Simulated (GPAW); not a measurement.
A run of GPAW 26.7.0 is set up as follows.

run.py

```python
from ase.dft.bandgap import bandgap
from ase.io import read, write
from ase.units import GPa
from gpaw import GPAW, PW

atoms = read('Al.cif')

calc = GPAW(mode=PW(500),
            xc='PBE',
            kpts={'size': (7, 7, 7), 'gamma': True},
            occupations={'name': 'fermi-dirac', 'width': 0.05},
            nbands=16,
            convergence={'density': 1e-05, 'energy': 1e-05},
            maxiter=80,
            txt='gpaw.txt')
atoms.calc = calc
energy = atoms.get_potential_energy()
forces = atoms.get_forces()
stress = atoms.get_stress()
calc.write('gs.gpw')
write('result.traj', atoms)
print(f'Energy: {energy:.6f} eV')
print('Forces (eV/A):')
print(forces.round(4))
print('Stress (GPa):', (stress / GPa).round(3))
print('Fermi level:', round(calc.get_fermi_level(), 4), 'eV')
print(f'Gap: {bandgap(calc)[0]:.4f} eV, direct: {bandgap(calc, direct=True)[0]:.4f} eV')
```

File Al.cif:

```cif
data_Al
_cell_length_a 4.04961000
_cell_length_b 4.04961000
_cell_length_c 4.04961000
_cell_angle_alpha 90.00000000
_cell_angle_beta 90.00000000
_cell_angle_gamma 90.00000000
_space_group_name_H-M_alt 'Fm-3m'
_space_group_name_Hall '-F 4 2 3'
_space_group_IT_number 225
loop_
_space_group_symop_operation_xyz
'x,y,z'
'-x,-y,-z'
'-y,x,z'
'y,-x,-z'
'-x,-y,z'
'x,y,-z'
'y,-x,z'
'-y,x,-z'
'x,-y,-z'
'-x,y,z'
'-y,-x,-z'
'y,x,z'
'-x,y,-z'
'x,-y,z'
'y,x,-z'
'-y,-x,z'
'z,x,y'
'-z,-x,-y'
'z,-y,x'
'-z,y,-x'
'z,-x,-y'
'-z,x,y'
'z,y,-x'
'-z,-y,x'
'-z,x,-y'
'z,-x,y'
'-z,-y,-x'
'z,y,x'
'-z,-x,y'
'z,x,-y'
'-z,y,x'
'z,-y,-x'
'y,z,x'
'-y,-z,-x'
'x,z,-y'
'-x,-z,y'
'-y,z,-x'
'y,-z,x'
'-x,z,y'
'x,-z,-y'
'-y,-z,x'
'y,z,-x'
'-x,-z,-y'
'x,z,y'
'y,-z,-x'
'-y,z,x'
'x,-z,y'
'-x,z,-y'
'x,y+1/2,z+1/2'
'-x,-y+1/2,-z+1/2'
'-y,x+1/2,z+1/2'
'y,-x+1/2,-z+1/2'
'-x,-y+1/2,z+1/2'
'x,y+1/2,-z+1/2'
'y,-x+1/2,z+1/2'
'-y,x+1/2,-z+1/2'
'x,-y+1/2,-z+1/2'
'-x,y+1/2,z+1/2'
'-y,-x+1/2,-z+1/2'
'y,x+1/2,z+1/2'
[... 40 lines left out ...]
'-x+1/2,-y,z+1/2'
'x+1/2,y,-z+1/2'
'y+1/2,-x,z+1/2'
'-y+1/2,x,-z+1/2'
'x+1/2,-y,-z+1/2'
'-x+1/2,y,z+1/2'
'-y+1/2,-x,-z+1/2'
'y+1/2,x,z+1/2'
'-x+1/2,y,-z+1/2'
'x+1/2,-y,z+1/2'
'y+1/2,x,-z+1/2'
'-y+1/2,-x,z+1/2'
'z+1/2,x,y+1/2'
'-z+1/2,-x,-y+1/2'
'z+1/2,-y,x+1/2'
'-z+1/2,y,-x+1/2'
'z+1/2,-x,-y+1/2'
'-z+1/2,x,y+1/2'
'z+1/2,y,-x+1/2'
'-z+1/2,-y,x+1/2'
'-z+1/2,x,-y+1/2'
'z+1/2,-x,y+1/2'
'-z+1/2,-y,-x+1/2'
'z+1/2,y,x+1/2'
'-z+1/2,-x,y+1/2'
'z+1/2,x,-y+1/2'
'-z+1/2,y,x+1/2'
'z+1/2,-y,-x+1/2'
'y+1/2,z,x+1/2'
'-y+1/2,-z,-x+1/2'
'x+1/2,z,-y+1/2'
'-x+1/2,-z,y+1/2'
'-y+1/2,z,-x+1/2'
'y+1/2,-z,x+1/2'
'-x+1/2,z,y+1/2'
'x+1/2,-z,-y+1/2'
'-y+1/2,-z,x+1/2'
'y+1/2,z,-x+1/2'
'-x+1/2,-z,-y+1/2'
'x+1/2,z,y+1/2'
'y+1/2,-z,-x+1/2'
'-y+1/2,z,x+1/2'
'x+1/2,-z,y+1/2'
'-x+1/2,z,-y+1/2'
'x+1/2,y+1/2,z'
'-x+1/2,-y+1/2,-z'
'-y+1/2,x+1/2,z'
'y+1/2,-x+1/2,-z'
'-x+1/2,-y+1/2,z'
'x+1/2,y+1/2,-z'
'y+1/2,-x+1/2,z'
'-y+1/2,x+1/2,-z'
'x+1/2,-y+1/2,-z'
'-x+1/2,y+1/2,z'
'-y+1/2,-x+1/2,-z'
'y+1/2,x+1/2,z'
'-x+1/2,y+1/2,-z'
'x+1/2,-y+1/2,z'
'y+1/2,x+1/2,-z'
'-y+1/2,-x+1/2,z'
'z+1/2,x+1/2,y'
'-z+1/2,-x+1/2,-y'
'z+1/2,-y+1/2,x'
'-z+1/2,y+1/2,-x'
'z+1/2,-x+1/2,-y'
'-z+1/2,x+1/2,y'
'z+1/2,y+1/2,-x'
'-z+1/2,-y+1/2,x'
'-z+1/2,x+1/2,-y'
'z+1/2,-x+1/2,y'
'-z+1/2,-y+1/2,-x'
'z+1/2,y+1/2,x'
'-z+1/2,-x+1/2,y'
'z+1/2,x+1/2,-y'
'-z+1/2,y+1/2,x'
'z+1/2,-y+1/2,-x'
'y+1/2,z+1/2,x'
'-y+1/2,-z+1/2,-x'
'x+1/2,z+1/2,-y'
'-x+1/2,-z+1/2,y'
'-y+1/2,z+1/2,-x'
'y+1/2,-z+1/2,x'
'-x+1/2,z+1/2,y'
'x+1/2,-z+1/2,-y'
'-y+1/2,-z+1/2,x'
'y+1/2,z+1/2,-x'
'-x+1/2,-z+1/2,-y'
'x+1/2,z+1/2,y'
'y+1/2,-z+1/2,-x'
'-y+1/2,z+1/2,x'
'x+1/2,-z+1/2,y'
'-x+1/2,z+1/2,-y'
loop_
_atom_site_label
_atom_site_type_symbol
_atom_site_symmetry_multiplicity
_atom_site_Wyckoff_symbol
_atom_site_fract_x
_atom_site_fract_y
_atom_site_fract_z
_atom_site_occupancy
Al1 Al 4 a 0.0000000000 0.0000000000 0.0000000000 1
```

Potentials or basis: GPAW PAW data sets (gpaw-data 1.2.1), pw.

The run is started by

```console
$ OMP_NUM_THREADS=1 python run.py
```

(1) Predict the pressure.

(2) Predict the band gap on the k mesh.

Answers

(1) -0.2 GPa.

(2) none (metal or under the smearing width).

Caveat: the cutoff is short for stress and forces, so pressures can be off by a GPa or more.
